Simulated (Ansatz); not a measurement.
Method: DFT PBE, scalar-relativistic, plane waves, PAW (Ansatz 0.2.0).

Plane waves to 420 eV, a k mesh through Γ of 12×12×2 on the computed 6-atom cell and Gaussian smearing (0.10 eV); no spin polarisation.

```xyz
6
Lattice="3.3504 0.0000 0.0000 -1.6752 2.9015 0.0000 0.0000 0.0000 23.9574" Properties=species:S:1:pos:R:3 pbc="T T T"
Pt    1.6752    0.9672    3.4946
Pt    0.0000    1.9343   20.4628
Se    0.0000    1.9343    4.9076
Se    1.6752    0.9672   22.2178
Se    0.0000    1.9343    1.7396
Se    1.6752    0.9672   19.0498
```

(1) Is this geometry at equilibrium? Which atom feels the largest force?

(2) Give all forces and the stress.

Spin–orbit coupling is left out, which can shift energies with elements as heavy as these. The cell holds layers, and where no dispersion correction was added their binding is poorly described.

Results:

(1) It isn't. Atom 3 (Se) feels (0.00, 0.00, 2.02) eV/Å, 2.021 eV/Å in size, and symmetry-related atoms feel the same size.

(2)
```json
{"atom": "Pt1", "Fx": "0.000", "Fy": "0.000", "Fz": "-1.686"}
{"atom": "Pt2", "Fx": "0.000", "Fy": "0.000", "Fz": "1.686"}
{"atom": "Se3", "Fx": "0.000", "Fy": "0.000", "Fz": "2.021"}
{"atom": "Se4", "Fx": "0.000", "Fy": "0.000", "Fz": "0.314"}
{"atom": "Se5", "Fx": "0.000", "Fy": "0.000", "Fz": "-0.314"}
{"atom": "Se6", "Fx": "0.000", "Fy": "0.000", "Fz": "-2.021"}
```
Stress (GPa, compression positive):
```
8.19 0.00 0.00
0.00 8.19 0.00
0.00 0.00 4.79
```